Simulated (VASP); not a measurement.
A run of VASP 6.6.1 is set up as follows.

INCAR

```
PREC = Accurate ; ENCUT = 520
EDIFF = 1E-6 ; ISMEAR = 0
SIGMA = 0.15 ; LREAL = F
LASPH = T ; NELM = 100
ALGO = Normal ; ISIF = 2
LWAVE = F ; LCHARG = T
GGA = PE ; LELF = T
LVHAR = T ; NBANDS = 10
```

File KPOINTS:

```
regular mesh
0
Gamma
  18 18 18
```

Contents of POSCAR:

```
Na
1.0
   -1.3602342100      2.1882028595      2.1882028595
    2.1882028595     -1.3602342100      2.1882028595
    2.1882028595      2.1882028595     -1.3602342100
Na
1
Direct
    0.0000000000      0.0000000000      0.0000000000
```

Potentials or basis: VASP PAW PBE potentials, release 64 (Na_pv).

Launch:

```sh
$ cat potpaw_PBE.64/Na_pv/POTCAR > POTCAR
$ mpirun -np 1 vasp_std > vasp.out
```

Task: What does it give for the pressure?

Result: 0.2 GPa.

Task: Estimate the band gap on the k mesh.

Result: None (metal or under the smearing width).

Stress tensor (GPa, compression positive):
```
 0.24 -0.33 -0.33
-0.33  0.24 -0.33
-0.33 -0.33  0.24
```
